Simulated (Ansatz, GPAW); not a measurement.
# Geometry or basis: what sets the conductance of biphenyl-4,4'-dithiol between two Al chains, part 3 of 3

Wanted: T(E) of biphenyl-4,4'-dithiol between two Al chains at a relaxed geometry in two programs, beside the unrelaxed structure.

GPAW 26.7.0 and Ansatz 0.2.0; Ansatz plane waves; relaxation of the junction with the lead ends held (the session's first sound run).

So far, transmission at the Fermi level (one spin): step 3 (plane-wave reference (PBE)) 0.00110; step 5 (single-zeta polarised basis, PBE, GPAW) 0.00200; step 6 (minimal basis, PBE, GPAW) 0.00314; step 7 (revPBE in the dzp basis: xc = "revPBE") 0.00119; step 8 (without the relaxation: geometry = "as built", PBE, GPAW) 0.00317. Also open channels of the lead at the Fermi level (one spin): 2 in steps 3, 4, 6, 7 and 8.

## (10) Comparison

The curves are compared point by point over the common energies.

This step: comparison of transmission and cost over codes, levels and geometry (GPAW 26.7.0).

Ladder, by row:

```csv
step,code,T at the Fermi level (sum over the listed spins),conductance (G0),r.m.s. T(E) from the first,wall time (s),peak memory (GiB),threads
pw-pbe,Ansatz,0.001099,0.001083,0,17848,6.729,4
dzp,GPAW,0.001272,0.001246,0.09552,293,1.94,1
szp,GPAW,0.001996,0.001958,0.2316,214.3,1.91,1
sz,GPAW,0.003136,0.003085,0.2656,144.9,1.76,1
dzp-revPBE,GPAW,0.001187,0.001164,0.1089,301.9,1.94,1
asbuilt,GPAW,0.003167,0.003126,0.2098,302.4,1.95,1
```

The transmission, zone mean, sum over the listed spins by energy, zero at the Fermi level:

```csv
energy (eV),pw-pbe,dzp,szp,sz,dzp-revPBE,asbuilt
-2.000,0.132,0.0358,0.139,0.562,0.0343,0.0152
-1.950,0.904,0.666,0.254,0.888,0.621,0.165
-1.925,0.593,0.870,0.343,0.949,0.897,0.936
-1.900,0.441,0.588,0.452,0.962,0.614,0.260
-1.800,0.411,0.430,0.860,0.963,0.429,0.0267
-1.700,0.563,0.573,0.960,0.166,0.559,0.0173
-1.650,0.608,0.615,0.968,1.3e-7,0.597,0.0175
-1.625,0.609,0.615,0.966,1.3e-8,0.595,0.0185
-1.600,0.596,0.597,0.954,2.8e-9,0.577,0.0204
-1.500,0.408,0.388,0.482,5.9e-11,0.370,0.0591
-1.400,0.192,0.158,0.0274,6.2e-12,0.147,0.0846
-1.300,0.0744,0.0280,4.9e-10,1.4e-12,0.0214,2.2e-4
-1.200,0,8.5e-8,2.2e-11,5.1e-13,4.8e-8,9.7e-12
-1.100,0,4.2e-10,4.0e-12,2.8e-13,4.1e-10,5.6e-13
-1.000,0,2.6e-11,1.5e-12,2.4e-13,2.3e-11,8.5e-14
-0.900,0,6.2e-12,1.2e-12,3.5e-13,5.4e-12,2.2e-14
-0.800,0,4.2e-12,2.2e-12,1.4e-12,3.5e-12,7.8e-15
-0.700,0,1.7e-11,7.4e-11,4.2e-10,1.3e-11,3.7e-15
-0.600,0,2.3e-10,5.8e-12,2.1e-12,3.0e-10,2.6e-15
-0.500,0,1.3e-13,4.7e-14,1.6e-13,1.3e-13,1.0e-14
-0.400,0,1.3e-11,3.9e-13,5.9e-11,1.5e-11,9.6e-10
-0.300,2.3e-4,2.6e-4,2.6e-4,4.8e-4,2.5e-4,0.00102
-0.200,5.4e-4,5.8e-4,6.0e-4,9.9e-4,5.6e-4,0.00207
-0.100,8.9e-4,0.00101,0.00131,0.00204,9.5e-4,0.00289
0.000,0.00110,0.00127,0.00200,0.00314,0.00119,0.00317
0.100,0.00116,0.00131,0.00237,0.00381,0.00123,0.00308
0.200,0.00118,0.00130,0.00270,0.00433,0.00122,0.00290
0.300,0.00125,0.00137,0.00329,0.00518,0.00129,0.00275
0.400,0.00141,0.00153,0.00430,0.00669,0.00145,0.00267
0.500,0.00164,0.00177,0.00577,0.00901,0.00168,0.00265
0.600,0.00192,0.00202,0.00767,0.0121,0.00194,0.00271
0.700,0.00218,0.00224,0.0101,0.0163,0.00215,0.00284
0.800,0.00241,0.00241,0.0139,0.0236,0.00232,0.00306
0.900,0.00262,0.00257,0.0217,0.0363,0.00246,0.00341
1.000,0.00314,0.00300,0.0365,0.0632,0.00266,0.00389
1.100,0.00373,0.00351,0.0722,0.134,0.00321,0.00448
1.200,0.00459,0.00421,0.187,0.390,0.00383,0.00526
1.300,0.00596,0.00528,0.681,0.994,0.00476,0.00632
1.350,0.00696,0.00604,0.994,0.754,0.00541,0.00700
1.400,0.00827,0.00700,0.744,0.441,0.00623,0.00780
1.500,0.0124,0.00991,0.264,0.177,0.00869,0.00995
1.600,0.0207,0.0152,0.132,0.0967,0.0130,0.0132
1.700,0.0397,0.0257,0.0872,0.0653,0.0215,0.0183
1.800,0.0945,0.0499,0.0706,0.0577,0.0401,0.0269
1.900,0.320,0.120,0.109,0.941,0.0901,0.0428
1.950,0.659,0.206,0.973,0.305,0.149,0.0562
2.000,0.995,0.385,0.251,0.686,0.267,0.0763
```

## (11) Mixing 0.02, temperature 30

Mixing changes the road to self-consistency, not its end. The mixing history changes the road to self-consistency, not its end. Temperature enters only through the Fermi window. Without the shift, lead and junction are matched by their Fermi levels alone.

This step: GPAW LCAO, PAW setups; Landauer transmission from Green's functions with principal layers (ASE), zero bias (GPAW 26.7.0).

run.py reads:

```python
import json
import numpy as np
from ase import Atoms
from ase.transport.calculators import TransportCalculator
from gpaw import GPAW, FermiDirac
from gpaw.lcao.tools import get_lcao_hamiltonian
from scipy.linalg import eigh

# The junction with lead layers at both ends, along the third cell vector
device = Atoms(
    ['Al', 'Al', 'Al', 'Al', 'Al', 'Al', 'Al', 'S', 'H', 'C', 'H', 'C', 'C', 'C', 'C', 'H', 'C', 'H', 'H', 'C', 'C', 'H', 'C', 'C', 'H', 'C', 'C', 'H', 'S', 'Al', 'Al', 'Al', 'Al', 'Al', 'Al', 'Al'],
    positions=[
        [6.19777, 5.28618, 1.20000],
        [6.19777, 5.28618, 3.60000],
        [6.19777, 5.28618, 6.00000],
        [6.19777, 5.28618, 8.40000],
        [6.19777, 5.28618, 10.80000],
        [4.88605, 5.71884, 12.97780],
        [5.69248, 5.18058, 15.43898],
        [4.15700, 5.67502, 16.99566],
        [6.63824, 6.41441, 18.45961],
        [4.80499, 5.27560, 18.61364],
        [3.06938, 4.08959, 19.11054],
        [6.01803, 5.78623, 19.10000],
        [4.00964, 4.50355, 19.47484],
        [6.41454, 5.53426, 20.41270],
        [4.41148, 4.26284, 20.78599],
        [7.34627, 5.97441, 20.77032],
        [5.61935, 4.77709, 21.29346],
        [3.77964, 3.64126, 21.42190],
        [8.15539, 4.47693, 22.27754],
        [6.03024, 4.53318, 22.69549],
        [7.38694, 4.40759, 23.04927],
        [4.02051, 4.52066, 23.50684],
        [5.08247, 4.40406, 23.72901],
        [7.77845, 4.15516, 24.36096],
        [8.83695, 4.04688, 24.59989],
        [5.46413, 4.14050, 25.04348],
        [6.82079, 4.01030, 25.37861],
        [4.69912, 4.02165, 25.81305],
        [7.39513, 3.55148, 27.00505],
        [6.33715, 4.77952, 28.55337],
        [7.04842, 4.17113, 31.02224],
        [6.19777, 5.28618, 33.18128],
        [6.19777, 5.28618, 35.58128],
        [6.19777, 5.28618, 37.98128],
        [6.19777, 5.28618, 40.38128],
        [6.19777, 5.28618, 42.78128]],
    cell=[[12.39554, 0.0, 0.0], [0.0, 10.57236, 0.0], [0.0, 0.0, 43.98128]],
    pbc=True)

# One principal layer of the lead: the first 4 atoms of the device
lead = Atoms(
    ['Al', 'Al', 'Al', 'Al'],
    positions=[
        [6.19777, 5.28618, 1.20000],
        [6.19777, 5.28618, 3.60000],
        [6.19777, 5.28618, 6.00000],
        [6.19777, 5.28618, 8.40000]],
    cell=[[12.39554, 0.0, 0.0], [0.0, 10.57236, 0.0], [0.0, 0.0, 9.6]],
    pbc=True)

settings = dict(mode='lcao', basis='dzp', xc='PBE', h=0.2,
                occupations=FermiDirac(0.1), maxiter=250,
                mixer=dict(beta=0.02, nmaxold=3, weight=100.0),
                convergence=dict(density=0.0001))
energies = np.arange(-2, 2 + 1e-9, 0.025)
eta = 0.0001
n1, n2 = 1, 1
# k and -k transmit alike, so half of the mesh across the current serves
mesh = [(i, j) for i in range(n1) for j in range(n2) if (i, j) <= (-i % n1, -j % n2)]
weights = np.array([1 if (i, j) == (-i % n1, -j % n2) else 2 for i, j in mesh]) / (n1 * n2)

# [... helper functions left out ...]
fermi_lead = ground_state(lead, (1, 1, 12), 'lead.txt')
fermi_device = ground_state(device, (1, 1, 2), 'device.txt')
# [... loop over the mesh left out, but for ...]
        # Lead and device are aligned by their Fermi levels alone
        shift = 0.0
# [...]
kT = 8.617333e-5 * 30
bias = [0.1, 0.2, 0.5, 1.0, 1.5, 2.0]
# [... integrals and printing left out ...]
```

Started as:

```bash
$ OMP_NUM_THREADS=1 OPENBLAS_NUM_THREADS=1 python run.py
```

Run time: 9.5 min. Hardware: 1 thread of Arm Neoverse N1, shared host; peak memory 1.6 GiB.

Numbers from this step:

```
conductance                                    : 0.001225 G₀
largest coupling past the next principal layer : 1.49e-15 eV
largest misfit of the first principal layer    : 0.08399 eV
shift that aligns the lead                     : 0 eV
transmission at the Fermi level (one spin)     : 0.001226
```

One spin. Table of transmission, zone mean by energy, zero at the Fermi level:

```csv
energy (eV),"transmission, zone mean"
-2.000,0.0314
-1.925,0.898
-1.800,0.421
-1.625,0.620
-1.600,0.610
-1.400,0.163
-1.200,5.4e-8
-1.000,2.4e-11
-0.800,4.0e-12
-0.600,2.9e-10
-0.400,5.4e-10
-0.200,6.2e-4
0.000,0.00123
0.200,0.00133
0.400,0.00151
0.600,0.00199
0.800,0.00245
1.000,0.00301
1.200,0.00411
1.400,0.00691
1.600,0.0152
1.800,0.0495
2.000,0.371
```

Crossings of the lead's bands, unfolded to its shortest repeat. Table of open channels, zone mean by energy, zero at the Fermi level:

energy (eV), open channels, zone mean and a bar:
```
   -2.000       1.00 ##########
   -1.800       1.00 ##########
   -1.600       1.00 ##########
   -1.400       1.00 ##########
   -1.200       0.00 
   -1.000       0.00 
   -0.800       0.00 
   -0.600       0.00 
   -0.400       0.00 
   -0.200       2.00 ####################
    0.000       2.00 ####################
    0.200       2.00 ####################
    0.400       2.00 ####################
    0.600       2.00 ####################
    0.800       2.00 ####################
    1.000       3.00 ##############################
    1.200       3.00 ##############################
    1.400       3.00 ##############################
    1.600       3.00 ##############################
    1.800       3.00 ##############################
    2.000       3.00 ##############################
```

Not self-consistent under bias; the bias window is split evenly. Table of current through one cell, from the zero-bias transmission by bias:

| bias (V) | current through one cell, from the zero-bias transmission (nA) |
| --- | --- |
| 0.100 | 9.44 |
| 0.200 | 18.6 |
| 0.500 | 42.3 |
| 1.000 | 73.2 |
| 1.500 | 113 |
| 2.000 | 164 |

The transmission of the three most open eigenchannels by energy, zero at the Fermi level:

```
energy (eV)  channel 1  channel 2  channel 3
     -2.000     0.0314          0          0
     -1.900      0.606          0          0
     -1.800      0.421          0          0
     -1.700      0.564          0          0
     -1.600      0.610          0          0
     -1.500      0.416          0          0
     -1.400      0.163          0          0
     -1.300    0.00493          0          0
     -1.200     5.4e-8          0          0
     -1.100    3.7e-10          0          0
     -1.000    2.4e-11          0          0
     -0.900    5.9e-12          0          0
     -0.800    4.0e-12          0          0
     -0.700    1.6e-11          0          0
     -0.600    2.9e-10          0          0
     -0.500          0          0          0
     -0.400    5.4e-10          0          0
     -0.300     2.2e-4     7.1e-8          0
     -0.200     6.2e-4     2.2e-7          0
     -0.100     1.0e-3     3.2e-7          0
      0.000    0.00123     3.1e-7          0
      0.100    0.00131     1.8e-7          0
      0.200    0.00133     3.3e-8          0
      0.300    0.00138     2.0e-8          0
      0.400    0.00151     2.7e-7          0
      0.500    0.00172     8.6e-7          0
      0.600    0.00199     1.8e-6          0
      0.700    0.00225     3.1e-6          0
      0.800    0.00245     4.6e-6          0
      0.900    0.00259     6.4e-6          0
      1.000    0.00300     1.2e-5     3.3e-8
      1.100    0.00344     1.5e-5     1.4e-7
      1.200    0.00410     1.8e-5     3.8e-7
      1.300    0.00515     2.1e-5     8.4e-7
      1.400    0.00689     2.4e-5     1.6e-6
      1.500    0.00984     2.6e-5     2.8e-6
      1.600     0.0151     2.8e-5     4.3e-6
      1.700     0.0256     2.9e-5     6.2e-6
      1.800     0.0495     3.1e-5     8.6e-6
      1.900      0.117     3.3e-5     1.2e-5
      2.000      0.371     3.6e-5     1.6e-5
```

With these changes, and at 30 K in place of 300 K, the conductance is 0.00122 G₀ against 0.00125 in the dzp run; T at the Fermi level, which temperature doesn't enter, is 0.00123 against 0.00127.

## (12) Outcome

```json
{
  "conductance": "0.00125 G₀",
  "transmission at the Fermi level, mean of the spins": "0.00127",
  "thermopower": "-8.58 μV/K",
  "open channels of the lead there": "2"
}
```

What this shows: In the dzp basis the junction conducts 0.00125 G₀ at 300 K, with T = 0.00127 a spin at the Fermi level; no smaller basis tried comes within 10 % of that conductance. Relaxation moved atoms by up to 1.4 Å and took the conductance from 0.00313 to 0.00125 G₀, as a ratio about as much as the step from dzp to the minimal basis. Plane waves (PBE) give T = 0.00110 there. The junction is in the tunnelling regime at the Fermi level. The negative thermopower says that the thermally weighted transmission is larger above the Fermi level, as for electron-like transport. Measured against the first run (pw-pbe), the nearest curve is that of dzp (r.m.s. 0.096) and the farthest that of sz (0.27). Over the compared runs wall time goes from 145 s (sz) to 17848 s (pw-pbe), on a shared host; the plane-wave run used 4 threads and the orbital runs 1. The leads kept an estimated spacing and the cell its length, so the junction may be under some tension or compression. Semilocal functionals put molecular levels too near the Fermi level, so such conductances usually come out too high, and chain electrodes have a sharper density of states than real ones. An evenly spaced straight chain is an idealisation: free chains tend to dimerise, zigzag or, where a band edge lies near the Fermi level, turn magnetic. The currents use the zero-bias T(E) throughout, which holds only while the bias is small against the distance to the nearest feature.

[Logs are printed without paths, hosts, clocks, repeated set-up lines and the standing remarks that a program may print on its own settings, such as how far it seeks lower states.]

[Hosts, paths, dates, database ids (printed as entryN), source tags and the programs' standing remarks are cut or masked in the printed files.]
